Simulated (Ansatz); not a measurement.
Set up this calculation in Ansatz 0.2.0, as the native input.

```yaml
Task: single point
Functional: PBE
Potentials_or_basis: Ansatz PAW
Cutoff: "420 eV (not typed: the program's choice for these potentials)"
k_mesh: 12 × 12 × 12
Occupations: fermi-dirac, width 0.05 eV
Spin: collinear spin, ferromagnetic start
Starting_moments: "[3.0, 0.0] μB"
```

Crystal: FeO.

```xyz
2
Lattice="-1.6021 1.6021 2.0834 1.6021 -1.6021 2.0834 1.6021 1.6021 -2.0834" Properties=species:S:1:pos:R:3 pbc="T T T"
Fe   -0.0004   -0.0122    0.0163
O     0.0234    0.0239    2.0687
```

The cell comes from a database or a generator and needn't be the stable form of this composition.

The cell isn't the ideal one: atoms moved at random, drawn with an rms of 0.05 Å.

These files were run (other wordings do the same):

input.yaml

```yaml
crystal:
  lattice:
    - [-1.602103413, 1.602103413, 2.08339225]
    - [1.602103413, -1.602103413, 2.08339225]
    - [1.602103413, 1.602103413, -2.08339225]
  atoms:
    - { symbol: Fe, position: [0.000111, 0.003767, -0.003933], spin: 3.0 }
    - { symbol: O, position: [0.503927, 0.50376, 0.014744] }
hamiltonian:
  xc: pbe
  pseudopotentials: { kind: paw }
magnetization:
  spin_polarized: true
kpoints:
  mp_grid: { grid: [12, 12, 12] }
scf:
  occupations: { method: fermi_dirac, width: 0.05 }
output:
  forces: true
  stress: true
  eigenvalues: true
  write_density: true
  write_potential: true
  elf: true
  volumetric_format: npy
```

Potentials or basis: Ansatz PAW.

The run is started by

```sh
$ ansatz run input.yaml --threads 2 --pin off --max-ram 5120MiB --backend cpu --events-out ev --progress --plain --runs-dir out
```

It gave:

The pressure is -8.5 GPa. The largest force is 0.168 eV/Å. The band gap on the k mesh is none (metal or under the smearing width), the net moment is 4.00 μB per cell and the absolute moment is 4.01 μB per cell. The site moments are Fe +3.38; O +0.31 μB.

Caveat: the pressure holds a Pulay correction of +0.6 GPa for the finite cutoff; a cell with one magnetic atom can't hold antiferromagnetic order, which such compounds often take; semilocal functionals often make such compounds metallic where correlation or magnetic order opens a gap, which also shifts bond lengths.

Run time: 50 s on 2 threads of Intel(R) Xeon(R) Processor @ 2.70GHz, on a shared host, peak memory 0.92 GiB.
